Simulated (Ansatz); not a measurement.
# Li in Ansatz: convergence with k mesh

Input of the first run (k mesh 3 × 3 × 3); the others differ in this setting and in those tied to it:

Contents of input.yaml:

```yaml
crystal:
  lattice:
    - [-1.75465, 1.75465, 1.75465]
    - [1.75465, -1.75465, 1.75465]
    - [1.75465, 1.75465, -1.75465]
  atoms:
    - { symbol: Li, position: [0.0, 0.0, 0.0] }
hamiltonian:
  xc: pbe
  pseudopotentials: { kind: paw, level: accurate }
kpoints:
  mp_grid: { grid: [3, 3, 3] }
scf:
  occupations: { method: gaussian, width: 0.05 }
output:
  forces: true
  stress: true
  eigenvalues: true
```

Potentials or basis: Ansatz PAW earlier set.

Launch:

```console
$ ansatz run input.yaml --threads 2 --pin off --max-ram 5632MiB --backend cpu --events-out ev --progress --plain --runs-dir out
```

Hardware: 2 threads of Intel(R) Xeon(R) Processor @ 2.50GHz (Skylake/Cascade Lake) (shared host).

| k mesh | energy less the tightest run, at zero smearing (meV/atom) | pressure (GPa) | SCF cycles | CPU time (s) | peak memory (GiB) |
| --- | --- | --- | --- | --- | --- |
| 3 × 3 × 3 | -160.89 | -1.39 | 5 | 0.67 | 0.27 |
| 4 × 4 × 4 | 141.93 | -0.20 | 5 | 0.79 | 0.27 |
| 5 × 5 × 5 | 4.01 | -0.82 | 5 | 0.85 | 0.27 |
| 6 × 6 × 6 | 39.75 | -0.67 | 5 | 0.98 | 0.27 |
| 8 × 8 × 8 | 10.92 | -0.75 | 5 | 1.3 | 0.28 |
| 10 × 10 × 10 | 6.53 | -0.77 | 5 | 1.7 | 0.29 |
| 12 × 12 × 12 | 3.77 | -0.77 | 5 | 2.5 | 0.31 |
| 15 × 15 × 15 | 0.05 | -0.81 | 5 | 4 | 0.34 |
| 17 × 17 × 17 | 0.00 | -0.80 | 5 | 5.2 | 0.36 |

Against the tightest run, the energy stays within 1 meV/atom from 15 × 15 × 15 on; the pressure stays within 0.1 GPa from 8 × 8 × 8 on. Meshes of other sizes hit other points, so gaps and Fermi surfaces needn't settle smoothly. The tightest run that finished is the yardstick and may itself not be fully converged.
